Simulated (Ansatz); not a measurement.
What a change of settings does to a run on AgCl

The cell is COD entry 9011666, as deposited and not checked against the literature; nothing was relaxed.

First run: DFT, PBEsol, all-electron LAPW, scalar-relativistic (Ansatz 0.2.0).

Command: `ansatz run input.yaml --threads 1 --pin off --max-ram 2048MiB --backend cpu --events-out ev --progress --plain --runs-dir out` The run took about 6.2 s on 1 thread of a shared machine.

```yaml
crystal:
  lattice:
    - [0.0, 2.77315, 2.77315]
    - [2.77315, 0.0, 2.77315]
    - [2.77315, 2.77315, 0.0]
  atoms:
    - { symbol: Ag, position: [0.5, 0.5, 0.5] }
    - { symbol: Cl, position: [0.0, 0.0, 0.0] }
kpoints:
  mp_grid: { grid: [9, 9, 9] }
  band_path:
    path:
      - [0.0, 0.0, 0.0]
      - [0.5, 0.0, 0.5]
      - [0.625, 0.25, 0.625]
      - [0.375, 0.375, 0.75]
      - [0.0, 0.0, 0.0]
      - [0.5, 0.5, 0.5]
      - [0.5, 0.25, 0.75]
      - [0.5, 0.0, 0.5]
    npoints: 5
scf:
  occupations: { method: fermi_dirac, width: 0.01 }
hamiltonian:
  xc: pbesol
  pseudopotentials: { kind: all_electron, lapw: { basis_error: 0.0005 } }
output:
  forces: true
  stress: true
  eigenvalues: true
```

Result: converged; pressure -2.64 GPa; gap on the k mesh 0.78 eV (the mesh can miss the band edges); 7 SCF iterations.

A second run of a changed input logged this at its end:

```
  Basis errors (estimates in eV, not in F): energy 1.8e-4 per atom: plane waves 1.7e-4 (9.2e-5 summed), levels above the bands 0.0e0, relativity 1.6e-8, radial functions 1.7e-5, core shells 1.0e-7; eigenvalues (radial functions only) 1.7e-5; not estimated: angular momenta, meshes, grids; target (lapw.basis_error) 5.0e-4; muffin-tin radii Cl 1.247 Å, Ag 1.527 Å
--- Forces (eV/Å), atoms counted from 1 ---
  atom   1  Ag     0.00000000    -0.00000000     0.00000000
  atom   2  Cl    -0.00000000    -0.00000000     0.00000000
  max |Σ_I F_I| component: 3.94e-31 eV/Å
--- Stress (GPa, compression-positive) ---
        1.295372       0.000000      -0.000000
        0.000000       1.295372      -0.000000
       -0.000000      -0.000000       1.295372
  P = ⅓ Tr σ = 1.2954 GPa (12.954 kbar)
--- Band table (eV; the first three rows and the last of 35) ---
  k-point 0: bands = ["-236.5716", "-175.7845", "-175.7845", "-175.7845", "-80.1416", "-43.7316", "-43.7316", "-43.7316", "-13.1005", "-13.1005", "-13.1005", "-13.0080", "-13.0080", "-6.2477", "6.5579", "6.5579", "6.5579", "9.7175", "19.4889", "19.4889", "19.4889"]
  k-point 1: bands = ["-236.5716", "-175.7846", "-175.7846", "-175.7845", "-80.1416", "-43.7321", "-43.7317", "-43.7317", "-13.0986", "-13.0719", "-13.0719", "-12.9904", "-12.9904", "-6.1988", "6.0994", "6.6090", "6.6090", "10.3055", "18.3706", "19.2824", "19.2824"]
  k-point 2: bands = ["-236.5716", "-175.7847", "-175.7847", "-175.7846", "-80.1418", "-43.7331", "-43.7319", "-43.7319", "-13.0879", "-13.0352", "-13.0352", "-12.9075", "-12.9075", "-6.0706", "5.2870", "6.7440", "6.7440", "11.4558", "16.8924", "18.2212", "18.2212"]
  k-point 34: bands = ["-236.5764", "-175.7848", "-175.7846", "-175.7845", "-80.1417", "-43.7345", "-43.7341", "-43.7334", "-13.5870", "-13.0775", "-12.9388", "-12.8294", "-12.6273", "-4.7673", "5.0142", "5.3616", "5.9517", "12.9894", "16.1315", "16.5621", "17.3789"]
Occupation matrices written to <dir>
```

What was wrong with the input?

An enormous or negative U, by this change (others could give a like log):
```diff
@@ -22,7 +22,9 @@
 scf:
   occupations: { method: fermi_dirac, width: 0.01 }
+  max_iter: 50
 hamiltonian:
   xc: pbesol
   pseudopotentials: { kind: all_electron, lapw: { basis_error: 0.0005 } }
+  hubbard: { sites: [{ species: Ag, l: d, u_eff: 40.0 }] }
 output:
   forces: true
```
